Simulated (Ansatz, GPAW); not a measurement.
# One calculation of TiC, 3 ways

```
CELL_PARAMETERS angstrom
0.00000 2.16572 2.16572
2.16572 0.00000 2.16572
2.16572 2.16572 0.00000
ATOMIC_POSITIONS crystal
Ti 0.00000 0.00000 0.00000
C 0.50000 0.50000 0.50000
```

The cell is a database's computed one, not the measured one.

Alike in all runs: task single point; functional PBE; k mesh 11 × 11 × 11; occupations gaussian, width 0.016 eV; no spin polarisation; no spin-orbit coupling. Pressure is positive in compression and, in plane waves, holds the error of the finite cutoff, which Ansatz's Pulay term estimates and takes out.

| program and potentials | plane-wave cutoff (eV) | notes | pressure (GPa) |
| --- | --- | --- | --- |
| Ansatz, Ansatz PAW | 420 | Pulay term of +0.27 GPa included | 0.28 |
| Ansatz, all-electron LAPW, scalar-relativistic | - | - | 0.25 |
| GPAW, GPAW PAW data sets (gpaw-data 1.2.1) | 800 | - | 0.93 |

The pressure spans 0.25 (Ansatz, all-electron LAPW, scalar-relativistic) to 0.93 GPa (GPAW, GPAW PAW data sets (gpaw-data 1.2.1)), with all-electron results at 0.25.

The functional is the same throughout but for its coding, so the spread measures potentials, basis and numerics; runs on potential files found faulty are left out.
